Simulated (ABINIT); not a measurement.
The system is MgS.

```xyz
2
Lattice="0.0000 2.8331 2.8331 2.8331 0.0000 2.8331 2.8331 2.8331 0.0000" Properties=species:S:1:pos:R:3 pbc="T T T"
S     1.4166    1.4166    1.4166
Mg    0.0000    0.0000    0.0000
```

The cell comes from a database or a generator and needn't be the stable form of this composition.

Base run:

| Property | Result |
| --- | --- |
| Program | ABINIT 10.8.3 (patched build) |
| Functional | BLYP |
| Potentials or basis | JTH PAW PBE v2.0 |
| Cutoff | 653 eV |
| k mesh | 8 × 8 × 8 |
| Occupations | fermi-dirac, width 0.05 eV |
| Spin | no spin polarisation |

Its results: band gap on the k mesh 3.57 eV, direct; pressure 2.6 GPa.

Task: After a change of settings the same cell gave: band gap on the k mesh 3.66 eV, direct; pressure 2.6 GPa. Which change was it?
A. functional from BLYP to AM05
B. functional from BLYP to r2SCAN
C. functional from BLYP to RPBE
D. functional from BLYP to SCAN

Result: C.

Caveats: the PAW data sets were made with another functional, which shifts forces and pressure a little.

Runs at the PBE level aren't shown here.
